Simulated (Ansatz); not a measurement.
# CoSi (Pm-3m) on spinors, without spin–orbit coupling

```
CELL_PARAMETERS angstrom
2.78133 0.00000 0.00000
0.00000 2.78133 0.00000
0.00000 0.00000 5.56267
ATOMIC_POSITIONS crystal
Co 0.00000 0.00000 0.00000
Co 0.00000 0.00000 0.50000
Si 0.50000 0.50000 0.25000
Si 0.50000 0.50000 0.75000
```

The source of the geometry is a structure from the Materials Project, repeated to hold the magnetic orders; atoms and cell stay fixed.

Functional, mesh and filling: PBE, 13×13×7 k mesh, Fermi–Dirac smearing of 0.03 eV. PAW means Ansatz 0.2.0 on its default frozen-core files. Site moments are integrated in spheres about the atoms. Start moments (μB): Co1 0.6, Co2 0.6.

The runs use spinors without spin–orbit coupling. In the held states a penalty keeps the direction of every atom that starts with a moment, the untilted ones along z, with sizes free, and the energy is taken at the target. Energies count from the run that starts parallel.

```tsv
state	ΔF PAW (meV/atom)	largest moment, PAW (μB)	size of M, PAW (μB/cell)	directions kept
parallel moments on spinors	0.0	0.61	1.19	yes
Co2 tilted by 30° from z and held	+1.2	0.59	1.12	yes
Co2 tilted by 60° from z and held	+4.0	0.54	0.94	yes
Co2 tilted by 90° from z and held	+7.1	0.49	0.70	yes
Co2 tilted by 120° from z and held	?	0.37	0.38	yes
Co2 tilted by 150° from z and held	+10.2	0.26	0.16	yes
start Co1↑ Co2↓ on spinors	?	0.23	0.00	yes
```

Q: Give the missing entry: row "Co2 tilted by 120° from z and held", column "ΔF PAW (meV/atom)".

A: +9.4.

Q: What belongs in the row "start Co1↑ Co2↓ on spinors", column "ΔF PAW (meV/atom)"?

A: +10.4.

Q: Fit ΔF(θ) = A(1 − cos θ) + B sin²θ to the PAW points, the reversed state at 180° included. How well does a Heisenberg model do?

A: A = +5.2 and B = +1.9 meV/atom, with a worst miss of 0.1 meV/atom. B isn't small beside A, so the turn needs more than bilinear exchange between fixed moments (biquadratic terms or changing moment sizes).

For the state «Co2 tilted by 90° from z and held», by PAW: Site moments (μB): Co1 (0.00, 0.00, 0.49); Co2 (0.49, 0.00, 0.00); Si3 (0.01, 0.00, 0.01); Si4 (0.01, 0.00, 0.01). Cell moment 0.70 μB.

The Ansatz runs typed with the search for lower states off end where their start leads. The magnetic state is the one that this cell and start allow. It needn't be the compound's measured order, which may need a larger cell or be absent.
